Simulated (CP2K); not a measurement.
A run of CP2K 2026.2 is set up as follows.

The input pbse_scf.inp:

```
&GLOBAL
  PROJECT pbse_scf
  RUN_TYPE ENERGY_FORCE
  PRINT_LEVEL LOW
&END GLOBAL
&FORCE_EVAL
  METHOD QS
  STRESS_TENSOR ANALYTICAL
  &DFT
    BASIS_SET_FILE_NAME BASIS_MOLOPT
    POTENTIAL_FILE_NAME POTENTIAL_UZH
    &MGRID
      CUTOFF 450
      REL_CUTOFF 60
      NGRIDS 5
    &END MGRID
    &QS
      METHOD GPW
      EPS_DEFAULT 1.0E-9
    &END QS
    &KPOINTS
      SCHEME MONKHORST-PACK 8 8 8
      GAMMA_CENTERED T
      SYMMETRY T
      SYMMETRY_BACKEND SPGLIB
    &END KPOINTS
    &SCF
      SCF_GUESS ATOMIC
      EPS_SCF 1.0E-6
      MAX_SCF 100
      ADDED_MOS 10
      CHOLESKY OFF
      EPS_EIGVAL 1.0E-7
      &DIAGONALIZATION ON
        ALGORITHM STANDARD
      &END DIAGONALIZATION
      &MIXING ON
        METHOD BROYDEN_MIXING
        ALPHA 0.4
        BETA 1.5
        NBUFFER 8
      &END MIXING
      &SMEAR ON
        METHOD FERMI_DIRAC
        ELECTRONIC_TEMPERATURE [K] 580.226
      &END SMEAR
    &END SCF
    &XC
      &XC_FUNCTIONAL PBE
      &END XC_FUNCTIONAL
    &END XC
    &PRINT
      &KPOINTS ON
      &END KPOINTS
      &MULLIKEN ON
      &END MULLIKEN
      &MO ON
        ENERGIES T
        OCCUPATION_NUMBERS T
        &EACH
          QS_SCF 0
        &END EACH
        ADD_LAST NUMERIC
      &END MO
      &LOWDIN ON
      &END LOWDIN
      &HIRSHFELD ON
        SHAPE_FUNCTION DENSITY
      &END HIRSHFELD
    &END PRINT
  &END DFT
  &SUBSYS
    &CELL
      ABC 4.3284127397 4.3284127396 4.3284127397
      ALPHA_BETA_GAMMA 60.0000000004 60.0000000005 60.0000000003
      PERIODIC XYZ
    &END CELL
    &COORD
      SCALED
      Pb  0.0000000000 0.0000000000 0.0000000000
      Se  0.5000000000 0.5000000000 0.5000000000
    &END COORD
    &KIND Pb
      BASIS_SET DZVP-MOLOPT-SR-GTH-q4
      POTENTIAL GTH-SCAN-q4
    &END KIND
    &KIND Se
      BASIS_SET DZVP-MOLOPT-SR-GTH-q6
      POTENTIAL GTH-SCAN-q6
    &END KIND
    &PRINT
      &ATOMIC_COORDINATES ON
      &END ATOMIC_COORDINATES
      &CELL ON
      &END CELL
    &END PRINT
  &END SUBSYS
  &PRINT
    &FORCES ON
    &END FORCES
    &STRESS_TENSOR ON
    &END STRESS_TENSOR
  &END PRINT
&END FORCE_EVAL
```

Potentials or basis: POTENTIAL_UZH Pb GTH-SCAN-q4, Se GTH-SCAN-q6; DZVP-MOLOPT-SR-GTH basis.

Command:

```console
$ OMP_NUM_THREADS=1 cp2k.psmp -i pbse_scf.inp -o pbse_scf.out
```

What does it give for the Mulliken charges?

Pb +0.45; Se -0.45 e.

What does it give for the pressure?

-0.1 GPa.

Estimate the band gap on the k mesh.

0.23 eV, direct.

Caveat: the potentials were made for another functional, which shifts forces and pressure; spin-orbit coupling is left out, which as a rule narrows the gap of such compounds by several tenths of an eV; the basis of atomic orbitals isn't converged, which shifts pressures, moduli and gaps.

**The experiment to reproduce.**

A printed reference work, monograph reports, for a bulk crystal of PbSe at 300 K: band gap 0.28 eV (direct).

Against the measured gap of PbSe, 0.28 eV (direct; 300 K; a printed reference work, monograph), the calculated 0.23 eV is off by -0.05 eV. 2 values of this kind are on record (0.15 to 0.28 eV); this one was drawn at random. Spin-orbit coupling on Pb, Se is left out. The value is that of PBE in an atomic basis (POTENTIAL_UZH Pb GTH-SCAN-q4, Se GTH-SCAN-q6; DZVP-MOLOPT-SR-GTH basis), whose error adds to the functional's, on a finite k mesh, which can miss the band edges, without temperature or zero-point motion. Semilocal functionals fall short of measured gaps as a rule.
